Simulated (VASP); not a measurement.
# SiO2 (Stishovite) (P4_2/mnm) in VASP: a series of runs, part 2 of 2

VASP 6.6.1. Earlier steps stand in the parts before.

### Step 4. Dielectric tensor, LDA

This run uses another cell than the first one, of 7.67 Å³/atom, 0.955 times its volume.

Contents of INCAR:

```
PREC = Accurate
ENCUT = 600
EDIFF = 1E-8
ISMEAR = 0
SIGMA = 0.03
LREAL = False
LASPH = True
NELM = 80
ALGO = Normal
ISIF = 2
LWAVE = False
LCHARG = False
GGA = CA
LEPSILON = True
KPAR = 2
```

Contents of KPOINTS:

```
regular mesh
0
Monkhorst-Pack
  8 8 14
```

Contents of POSCAR:

```
SiO2                                    
1.0
    4.1543700938      0.0000000000      0.0000000000
    0.0000000000      4.1543700938      0.0000000000
    0.0000000000      0.0000000000      2.6659681883
  Si              O             
     2     4
Direct
     0.0000000000000000    0.0000000000000000    0.0000000000000000
     0.5000000000000000    0.5000000000000000    0.5000000000000000
     0.3053962239363486    0.3053962239363486    0.0000000000000000
     0.1946037760636514    0.8053962239363486    0.5000000000000000
     0.6946037760636514    0.6946037760636514    0.0000000000000000
     0.8053962239363486    0.1946037760636514    0.5000000000000000
```

Potentials or basis: VASP PAW LDA potentials, release 64 (Si, O).

Run with:

```sh
$ cat potpaw_LDA.64/Si/POTCAR potpaw_LDA.64/O/POTCAR > POTCAR
$ mpirun -np 2 vasp_std > vasp.out
```

OUTCAR:

```text
PREC = Accurate
   ENCUT = 600
   EDIFF = 1E-8
   ISMEAR = 0
   LREAL = False
   LASPH = True
   NELM = 80
   ISIF = 2
   GGA = CA
   LEPSILON = True

 ion  position               nearest neighbor table
   1  0.000  0.000  0.000-   4 1.76   6 1.76   4 1.76   6 1.76   5 1.79   3 1.79
   2  0.500  0.500  0.500-   3 1.76   5 1.76   3 1.76   5 1.76   4 1.79   6 1.79
   3  0.305  0.305  0.000-   2 1.76   2 1.76   1 1.79
   4  0.195  0.805  0.500-   1 1.76   1 1.76   2 1.79
   5  0.695  0.695  0.000-   2 1.76   2 1.76   1 1.79
   6  0.805  0.195  0.500-   1 1.76   1 1.76   2 1.79

  LATTYP: Found a simple tetragonal cell.
 ALAT       =     4.1543700938
 C/A-ratio  =     0.6417262131

  Lattice vectors:

 A1 = (   4.1543700938,   0.0000000000,   0.0000000000)
 A2 = (   0.0000000000,   4.1543700938,   0.0000000000)
 A3 = (   0.0000000000,   0.0000000000,   2.6659681883)

Analysis of symmetry for initial positions (statically):
=====================================================================
 Subroutine PRICEL returns:
 Original cell was already a primitive cell.

 Routine SETGRP: Setting up the symmetry group for a
 simple tetragonal supercell.

 Subroutine GETGRP returns: Found 16 space group operations
 (whereof  8 operations were pure point group operations)
[... 799 lines left out ...]
    -0.00040  0.00000  0.00000           ( -0.00003  0.00000  0.00000)
     0.00000 -0.00040  0.00000           (  0.00000 -0.00003  0.00000)
     0.00000  0.00000 -0.00092           (  0.00000  0.00000 -0.00011)

 PIEZOELECTRIC TENSOR FIELD DIRECTION 3  (C/m^2)
 -----------------------------------------------------------------------------
    -0.00014  0.00000  0.00000
     0.00000 -0.00014  0.00000
     0.00000  0.00000 -0.00032

 MACROSCOPIC STATIC DIELECTRIC TENSOR (including local field effects in DFT)
 ------------------------------------------------------
           3.356207     0.000000     0.000000
           0.000000     3.356207     0.000000
           0.000000     0.000000     3.533679
 ------------------------------------------------------

 PIEZOELECTRIC TENSOR (including local field effects)  for field in x, y, z        (e  Angst)
          XX          YY          ZZ          XY          YZ          ZX
  --------------------------------------------------------------------------------
  x     0.00000     0.00000     0.00000     0.00000     0.00000     0.00000
  y     0.00000     0.00000     0.00000     0.00000     0.00000     0.00000
  z     0.00000     0.00000     0.00000     0.00000     0.00000     0.00000

 PIEZOELECTRIC TENSOR (including local field effects)  for field in x, y, z        (C/m^2)
          XX          YY          ZZ          XY          YZ          ZX
  --------------------------------------------------------------------------------
  x     0.00000     0.00000     0.00000     0.00000     0.00000     0.00000
  y     0.00000     0.00000     0.00000     0.00000     0.00000     0.00000
  z     0.00000     0.00000     0.00000     0.00000     0.00000     0.00000

 BORN EFFECTIVE CHARGES (including local field effects) (in |e|, cummulative output)
 ---------------------------------------------------------------------------------
 ion    1
    1     3.78193     0.35158     0.00000
    2     0.35158     3.78193     0.00000
    3     0.00000     0.00000     4.02909
 ion    2
    1     3.78193    -0.35158     0.00000
    2    -0.35158     3.78193     0.00000
    3     0.00000     0.00000     4.02909
 ion    3
    1    -1.89096    -0.54933     0.00000
    2    -0.54933    -1.89096     0.00000
    3     0.00000     0.00000    -2.01455
 ion    4
    1    -1.89096     0.54933     0.00000
    2     0.54933    -1.89096     0.00000
    3     0.00000     0.00000    -2.01455
 ion    5
    1    -1.89096    -0.54933     0.00000
    2    -0.54933    -1.89096     0.00000
    3     0.00000     0.00000    -2.01455
 ion    6
    1    -1.89096     0.54933     0.00000
    2     0.54933    -1.89096     0.00000
    3     0.00000     0.00000    -2.01455
```

OSZICAR:

```text
N       E                     dE             d eps       ncg     rms          rms(c)
DAV:   1     0.171267722041E+03    0.17127E+03   -0.19804E+04  2800   0.174E+03
DAV:   2    -0.496966129797E+02   -0.22096E+03   -0.21267E+03  3772   0.341E+02
DAV:   3    -0.568468406790E+02   -0.71502E+01   -0.71283E+01  3360   0.656E+01
[... 12 lines left out ...]
RMM:   5    -0.341215506455E+00   -0.89896E-03   -0.15677E-04  4849   0.103E-01    0.110E-02
RMM:   6    -0.341339748884E+00   -0.12424E-03   -0.22165E-06  4996   0.109E-02    0.530E-03
RMM:   7    -0.341394713476E+00   -0.54965E-04   -0.30702E-07  4986   0.313E-03    0.334E-04
RMM:   8    -0.341403713165E+00   -0.89997E-05   -0.13337E-07  4998   0.708E-04    0.128E-04
RMM:   9    -0.341404471980E+00   -0.75881E-06   -0.13684E-07  4178   0.430E-04    0.163E-05
RMM:  10    -0.341404650176E+00   -0.17820E-06   -0.13910E-07  2624   0.336E-04    0.701E-06
```

stdout:

```text
POSCAR found type information on POSCAR SiO
 POSCAR found :  2 types and       6 ions
 scaLAPACK will be used
 LDA part: xc-table for (Slater(with rela. corr.)+CA(PZ))
 , standard interpolation
 POSCAR, INCAR and KPOINTS ok, starting setup
 FFT: planning ... GRIDC
 FFT: planning ... GRID_SOFT
 FFT: planning ... GRID
 WAVECAR not read
 entering main loop
 Linear response reoptimize wavefunctions to high precision
 Linear response G [H, r] |phi>, progress :
  Direction:   1
 Linear response G [H, r] |phi>, progress :
  Direction:   2
 Linear response G [H, r] |phi>, progress :
  Direction:   3
 Linear response to external field (no local field effect), progress :
  Direction:   1
 dielectric tensor                  component  1 :     3.553    -0.045    -0.270
 Linear response to external field (no local field effect), progress :
  Direction:   2
 dielectric tensor                  component  2 :    -0.045     3.384    -0.219
 Linear response to external field (no local field effect), progress :
  Direction:   3
 dielectric tensor                  component  3 :    -0.270    -0.219     3.687
 Linear response to external field, progress :
  Direction:   1
 dielectric tensor                  component  1 :     3.356    -0.015    -0.086
 Linear response to external field, progress :
  Direction:   2
 dielectric tensor                  component  2 :    -0.015     3.356    -0.242
 Linear response to external field, progress :
  Direction:   3
 dielectric tensor                  component  3 :    -0.265    -0.215     3.534
 Born effective charges drift removed
```

It took 3.3 min on 2 MPI ranks of Intel Xeon Platinum 8488C (Sapphire Rapids), shared host; peak memory 0.42 GiB.

Results:

```
Electronic dielectric tensor (diagonal) : 3.36, 3.36, 3.53
Born charges (mean of the diagonal)     : Si +3.86; O -1.93 e
```

Electronic dielectric tensor:
```
3.36 0.00 0.00
0.00 3.36 0.00
0.00 0.00 3.53
```

Born effective charge tensors (e):
atom 1, Si
```
3.78 0.35 0.00
0.35 3.78 0.00
0.00 0.00 4.03
```
atom 2, Si
```
 3.78 -0.35  0.00
-0.35  3.78  0.00
 0.00  0.00  4.03
```
atom 3, O
```
-1.89 -0.55  0.00
-0.55 -1.89  0.00
 0.00  0.00 -2.01
```
atom 4, O
```
-1.89  0.55  0.00
 0.55 -1.89  0.00
 0.00  0.00 -2.01
```
atom 5, O
```
-1.89 -0.55  0.00
-0.55 -1.89  0.00
 0.00  0.00 -2.01
```
atom 6, O
```
-1.89  0.55  0.00
 0.55 -1.89  0.00
 0.00  0.00 -2.01
```
